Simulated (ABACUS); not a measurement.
# CaF2 (Fluorite) (Fm-3m) in ABACUS: band structure with PBE

Aim: the band structure of CaF2 (Fluorite) with PBE.

Program: ABACUS 3.10.1. These are calculated values, not measurements. Logs are shortened: lines on timing, memory, paths and dates and some standing lists are left out, and cuts for length are marked.

## 1. Starting point

It takes space group Fm-3m (No. 225, cubic). The conventional cell has a = 5.462 Å, b = 5.462 Å, c = 5.462 Å, α = 90.00°, β = 90.00°, γ = 90.00°. Around Ca (site symmetry m-3m) lie 8 F at 2.37 Å. Around F (site symmetry -43m) lie 4 Ca at 2.37 Å.

## 2. Band structure, PBE

INPUT reads:

```
INPUT_PARAMETERS
suffix              CaF2
calculation         nscf
basis_type          pw
pseudo_dir          ./
symmetry            -1
dft_functional      pbe
ecutwfc             84.0
pseudo_rcut         10
nspin               1
nbands              22
ks_solver           dav
smearing_method     fd
smearing_sigma      0.00367493
scf_thr             1e-08
scf_nmax            100
mixing_type         broyden
mixing_beta         0.7
init_chg            file
pw_diag_thr         1e-07
out_band            1
kpar                4
```

STRU reads:

```
ATOMIC_SPECIES
Ca 40.0780 Ca.upf
F 18.9984 F.upf

LATTICE_CONSTANT
1.8897261246

LATTICE_VECTORS
0.0000000000 2.7310000000 2.7310000000
2.7310000000 0.0000000000 2.7310000000
2.7310000000 2.7310000000 0.0000000000

ATOMIC_POSITIONS
Direct

Ca
0.0
1
0.0000000000 0.0000000000 0.0000000000 1 1 1

F
0.0
2
0.7500000000 0.7500000000 0.7500000000 1 1 1
0.2500000000 0.2500000000 0.2500000000 1 1 1
```

KPT reads:

```
K_POINTS
12
Line
0.00000000 0.00000000 0.00000000 10 // G
0.50000000 0.00000000 0.50000000 10 // X
0.50000000 0.25000000 0.75000000 10 // W
0.37500000 0.37500000 0.75000000 10 // K
0.00000000 0.00000000 0.00000000 10 // G
0.50000000 0.50000000 0.50000000 10 // L
0.62500000 0.25000000 0.62500000 10 // U
0.50000000 0.25000000 0.75000000 10 // W
0.50000000 0.50000000 0.50000000 10 // L
0.37500000 0.37500000 0.75000000 1 // K
0.62500000 0.25000000 0.62500000 10 // U
0.50000000 0.00000000 0.50000000 1 // X
```

Potentials or basis: PseudoDojo NC SR 0.5 PBE stringent, plane waves.

Command:

```bash
> OMP_NUM_THREADS=1 mpirun -np 4 abacus > log
```

running log:

```text
ABACUS v3.10.1

               Atomic-orbital Based Ab-initio Computation at UStc

 ------------------------------------------------------------------------------------

 READING GENERAL INFORMATION
                           global_out_dir = OUT.CaF2/
                           global_in_card = INPUT
                               pseudo_dir = ./
                              orbital_dir =
                                    DSIZE = 4
                                    GSIZE = 1

 READING UNITCELL INFORMATION
                                    ntype = 2
                  lattice constant (Bohr) = 1.88973
              lattice constant (Angstrom) = 1

 READING ATOM TYPE 1
                               atom label = Ca
                      L=0, number of zeta = 1
                      L=1, number of zeta = 1
                      L=2, number of zeta = 1
             number of atom for this type = 1

 READING ATOM TYPE 2
                               atom label = F
                      L=0, number of zeta = 1
                      L=1, number of zeta = 1
                      L=2, number of zeta = 1
             number of atom for this type = 2

                        TOTAL ATOM NUMBER = 3
DIRECT COORDINATES
    atom                   x                   y                   z     mag                  vx                  vy                  vz
taud_Ca1            0.0000000000        0.0000000000        0.0000000000  0.0000        0.0000000000        0.0000000000        0.0000000000
taud_F1            0.7500000000        0.7500000000        0.7500000000  0.0000        0.0000000000        0.0000000000        0.0000000000
taud_F2            0.2500000000        0.2500000000        0.2500000000  0.0000        0.0000000000        0.0000000000        0.0000000000

                          Volume (Bohr^3) = 274.911
                             Volume (A^3) = 40.7375

 Lattice vectors: (Cartesian coordinate: in unit of a_0)
                   +0              +2.731              +2.731
               +2.731                  +0              +2.731
               +2.731              +2.731                  +0
 Reciprocal vectors: (Cartesian coordinate: in unit of 2 pi/a_0)
            -0.183083           +0.183083           +0.183083
            +0.183083           -0.183083           +0.183083
            +0.183083           +0.183083           -0.183083
 The esolver type has been set to : ksdft_pw

                PAO radial cut off (Bohr) = 10

 Read in pseudopotential file is Ca.upf
                     pseudopotential type = NC
          exchange-correlation functional = PBE
                 nonlocal core correction = 1
                        valence electrons = 10
                                     lmax = 2
                           number of zeta = 3
                     number of projectors = 6
                           L of projector = 0
                           L of projector = 0
                           L of projector = 1
                           L of projector = 1
                           L of projector = 2
                           L of projector = 2
                PAO radial cut off (Bohr) = 10

 Read in pseudopotential file is F.upf
                     pseudopotential type = NC
          exchange-correlation functional = PBE
                 nonlocal core correction = 1
                        valence electrons = 7
                                     lmax = 2
                           number of zeta = 2
                     number of projectors = 5
                           L of projector = 0
                           L of projector = 0
                           L of projector = 1
                           L of projector = 1
                           L of projector = 2
     initial pseudo atomic orbital number = 13

 SETUP THE ELECTRONS NUMBER
            electron number of element Ca = 10
      total electron number of element Ca = 10
             electron number of element F = 7
       total electron number of element F = 14
            AUTOSET number of electrons:  = 24
                           occupied bands = 12
                                   NBANDS = 22
                                   NLOCAL = 27

%%%%%%%%%%%%%%%%%%%%%%%%%%%%%%%%%%%%%%%%%%%%%%%%%%%%%%%%%%%%%%%%%%%%%%%%%%%%%%%%%%%%%%%%%%%%%%%%%%%%%%%%%%
 Warning: the number of valence electrons in pseudopotential > 2 for Ca: [Ar] 4s2
 Pseudopotentials with additional electrons can yield (more) accurate outcomes, but may be less efficient.
 If you're confident that your chosen pseudopotential is appropriate, you can safely ignore this warning.
%%%%%%%%%%%%%%%%%%%%%%%%%%%%%%%%%%%%%%%%%%%%%%%%%%%%%%%%%%%%%%%%%%%%%%%%%%%%%%%%%%%%%%%%%%%%%%%%%%%%%%%%%%

 SETUP THE PLANE WAVE BASIS
 energy cutoff for charge/potential (unit:Ry) = 336
            fft grid for charge/potential = [ 45, 45, 45 ]
                        fft grid division = [ 1, 1, 1 ]
        big fft grid for charge/potential = [ 45, 45, 45 ]
                                     nbxx = 91125
                                     nrxx = 91125

 SETUP PLANE WAVES FOR CHARGE/POTENTIAL
                    number of plane waves = 28571
                         number of sticks = 1237

 PARALLEL PW FOR CHARGE/POTENTIAL
     PROC   COLUMNS(POT)             PW
        1           1237          28571
 --------------- sum -------------------
        1           1237          28571
                            number of |g| = 304
                                  max |g| = 30.3016
                                  min |g| = 0

----------- Double Check Mixing Parameters Begin ------------
mixing_type: broyden
mixing_beta: 0.7
mixing_gg0: 1
mixing_gg0_min: 0.1
mixing_ndim: 8
----------- Double Check Mixing Parameters End ------------

 SETUP K-POINTS
                                    nspin = 1
                                   nkstot = 102
K-POINTS DIRECT COORDINATES
 KPOINTS    DIRECT_X    DIRECT_Y    DIRECT_Z  WEIGHT
       1  0.00000000  0.00000000  0.00000000  1.0000
       2  0.05000000  0.00000000  0.05000000  1.0000
       3  0.10000000  0.00000000  0.10000000  1.0000
       4  0.15000000  0.00000000  0.15000000  1.0000
       5  0.20000000  0.00000000  0.20000000  1.0000
       6  0.25000000  0.00000000  0.25000000  1.0000
[... 22 lines left out ...]
      29  0.40000000  0.35000000  0.75000000  1.0000
      30  0.38750000  0.36250000  0.75000000  1.0000
[... 72 further k points ...]

           k-point number in this process = 26
       minimum distributed K point number = 25

[... K-POINTS CARTESIAN COORDINATES: 26 rows ...]

[... K-POINTS DIRECT COORDINATES: 26 rows ...]

 SETUP PLANE WAVES FOR WAVE FUNCTIONS
     energy cutoff for wavefunc (unit:Ry) = 84
              fft grid for wave functions = [ 45, 45, 45 ]
                    number of plane waves = 4477
                         number of sticks = 361

 PARALLEL PW FOR WAVE FUNCTIONS
     PROC   COLUMNS(POT)             PW
        1            361           4477
 --------------- sum -------------------
        1            361           4477

 SETUP NONLOCAL PSEUDOPOTENTIALS IN PLANE WAVE BASIS
 Ca non-local projectors:
 projector 1 L=0
 projector 2 L=0
 projector 3 L=1
 projector 4 L=1
 projector 5 L=2
 projector 6 L=2
 F non-local projectors:
 projector 1 L=0
 projector 2 L=0
 projector 3 L=1
 projector 4 L=1
 projector 5 L=2
      TOTAL NUMBER OF NONLOCAL PROJECTORS = 44

 Init Non-Local PseudoPotential table :
 Init Non-Local-Pseudopotential done.

                                     npwx = 3599

 Make real space PAO into reciprocal space.
       max mesh points in Pseudopotential = 1001
     dq(describe PAO in reciprocal space) = 0.01
                                    max q = 1104

 number of pseudo atomic orbitals for Ca is 3
WARNING: norm of atomic wavefunction # 3 of atomic type Ca is 0.998766, renormalized

 number of pseudo atomic orbitals for F is 2

 -------------------------------------------
 NONSELF-CONSISTENT
 -------------------------------------------
                                 init_chg = file
 try to read charge from file
 Read in the charge density: OUT.CaF2//CaF2-CHARGE-DENSITY.restart

 PW ALGORITHM --------------- ION=   1  ELEC=   1--------------------------------
 k(1/102) Iter steps (avg)=12 threshold=1e-07
 k(2/102) Iter steps (avg)=16 threshold=1e-07
 k(3/102) Iter steps (avg)=19 threshold=1e-07
 k(4/102) Iter steps (avg)=14 threshold=1e-07
 k(5/102) Iter steps (avg)=12 threshold=1e-07
 k(6/102) Iter steps (avg)=12 threshold=1e-07
 k(7/102) Iter steps (avg)=11 threshold=1e-07
 k(8/102) Iter steps (avg)=12 threshold=1e-07
 k(9/102) Iter steps (avg)=11 threshold=1e-07
 k(10/102) Iter steps (avg)=11 threshold=1e-07
[... 6 lines left out ...]
 k(17/102) Iter steps (avg)=13 threshold=1e-07
 k(18/102) Iter steps (avg)=12 threshold=1e-07
 k(19/102) Iter steps (avg)=14 threshold=1e-07
 k(20/102) Iter steps (avg)=17 threshold=1e-07
 k(21/102) Iter steps (avg)=19 threshold=1e-07
 k(22/102) Iter steps (avg)=16 threshold=1e-07
 k(23/102) Iter steps (avg)=15 threshold=1e-07
 k(24/102) Iter steps (avg)=15 threshold=1e-07
 k(25/102) Iter steps (avg)=13 threshold=1e-07
 k(26/102) Iter steps (avg)=13 threshold=1e-07
[... levels at 26 k points of this process ...]

 Density error is 0.00000000000
                          Error Threshold = 1.00000000000e-07
----------------------------------------------------------
     Energy           Rydberg                 eV
----------------------------------------------------------
 E_KohnSham     -176.5615029531      -2402.2424876054
 E_KS(sigma->0) -176.5615029531      -2402.2424876054
 E_Harris       -176.5615029531      -2402.2424876054
 E_band         -13.5404134678       -184.2267764386
 E_one_elec     -64.3457786937       -875.4692324816
 E_Hartree      44.9156642447        611.1089631833
 E_xc           -37.0794111441       -504.4912700443
 E_Ewald        -120.0519773600      -1633.3909482628
 E_entropy(-TS) 0.0000000000         0.0000000000
 E_descf        0.0000000000         0.0000000000
 E_exx          0.0000000000         0.0000000000
 E_Fermi        0.6025580339         8.1982226366
----------------------------------------------------------

 charge density convergence is achieved
 final etot is -2402.2424876 eV
 EFERMI = 8.1982226366 eV

 STATE ENERGY(eV) AND OCCUPATIONS    NSPIN == 1
 1/26 kpoint (Cartesian) = 0.0000 0.0000 0.0000 (3527 pws)
       1       -32.6354      0.0196078
       2       -16.4566      0.0196078
       3       -15.6859      0.0196078
       4       -13.5663      0.0196078
       5       -13.5663      0.0196078
       6       -13.5663      0.0196078
[... 14 lines left out ...]
      21        20.3814        0.00000
      22        26.2858        0.00000

 2/26 kpoint (Cartesian) = 0.0000 0.018308 0.0000 (3595 pws)
       1       -32.6343      0.0196078
       2       -16.4666      0.0196078
       3       -15.6937      0.0196078
       4       -13.5689      0.0196078
       5       -13.5689      0.0196078
       6       -13.5487      0.0196078
[... 14 lines left out ...]
      21        20.4026        0.00000
      22        26.4925        0.00000

 3/26 kpoint (Cartesian) = 0.0000 0.036617 0.0000 (3599 pws)
       1       -32.6312      0.0196078
       2       -16.4951      0.0196078
       3       -15.7161      0.0196078
       4       -13.5762      0.0196078
       5       -13.5762      0.0196078
       6       -13.4979      0.0196078
[... 14 lines left out ...]
      21        20.4621        0.00000
      22        26.2202        0.00000

 4/26 kpoint (Cartesian) = 0.0000 0.054925 0.0000 (3595 pws)
       1       -32.6263      0.0196078
       2       -16.5378      0.0196078
       3       -15.7506      0.0196078
       4       -13.5876      0.0196078
       5       -13.5876      0.0196078
       6       -13.4201      0.0196078
[... 14 lines left out ...]
      21        20.5493        0.00000
      22        25.4197        0.00000

 5/26 kpoint (Cartesian) = 0.0000 0.073233 0.0000 (3583 pws)
       1       -32.6202      0.0196078
       2       -16.5889      0.0196078
       3       -15.7937      0.0196078
       4       -13.6020      0.0196078
       5       -13.6020      0.0196078
       6       -13.3239      0.0196078
[... 14 lines left out ...]
      21        20.6492        0.00000
      22        24.4447        0.00000

 6/26 kpoint (Cartesian) = 0.0000 0.091542 0.0000 (3591 pws)
       1       -32.6135      0.0196078
       2       -16.6425      0.0196078
       3       -15.8409      0.0196078
       4       -13.6179      0.0196078
       5       -13.6179      0.0196078
       6       -13.2193      0.0196078
[... 14 lines left out ...]
      21        20.7466        0.00000
      22        23.3631        0.00000

[... levels at 20 further k points ...]

 --------------------------------------------
 !FINAL_ETOT_IS -2402.242487605388 eV
 --------------------------------------------

 Output bands in file: OUT.CaF2/BANDS_1.dat
```

Run time: 12 s. Hardware: 4 MPI ranks of Intel Xeon Platinum 8488C (Sapphire Rapids), shared host; peak memory 0.44 GiB.

Results:

```
Band gap along the path : 7.33 eV, indirect (least direct gap 7.58 eV)
```

Levels at the corners of the path, in eV from the Fermi level:
| point | band 9 | band 10 | band 11 | band 12 | band 13 | band 14 | band 15 | band 16 |
| --- | --- | --- | --- | --- | --- | --- | --- | --- |
| Γ | -6.60 | -4.77 | -4.77 | -4.77 | 2.82 | 4.68 | 4.68 | 6.72 |
| X | -6.15 | -4.87 | -4.87 | -4.51 | 3.63 | 5.03 | 5.58 | 6.36 |
| W | -5.55 | -5.55 | -4.79 | -4.60 | 3.95 | 5.25 | 5.44 | 5.44 |
| K | -6.01 | -5.15 | -4.95 | -4.61 | 3.88 | 5.22 | 5.31 | 5.84 |
| Γ | -6.60 | -4.77 | -4.77 | -4.77 | 2.82 | 4.68 | 4.68 | 6.72 |
| L | -5.79 | -5.74 | -5.34 | -5.34 | 4.89 | 4.89 | 5.25 | 6.25 |
| U | -6.01 | -5.15 | -4.95 | -4.61 | 3.88 | 5.22 | 5.31 | 5.84 |
| W | -5.55 | -5.55 | -4.79 | -4.60 | 3.95 | 5.25 | 5.44 | 5.44 |
| L | -5.79 | -5.74 | -5.34 | -5.34 | 4.89 | 4.89 | 5.25 | 6.25 |
| K | -6.01 | -5.15 | -4.95 | -4.61 | 3.88 | 5.22 | 5.31 | 5.84 |
| U | -6.01 | -5.15 | -4.95 | -4.61 | 3.88 | 5.22 | 5.31 | 5.84 |
| X | -6.15 | -4.87 | -4.87 | -4.51 | 3.63 | 5.03 | 5.58 | 6.36 |

Caveat: the density is read from an earlier self-consistent run, whose mesh may be coarse.
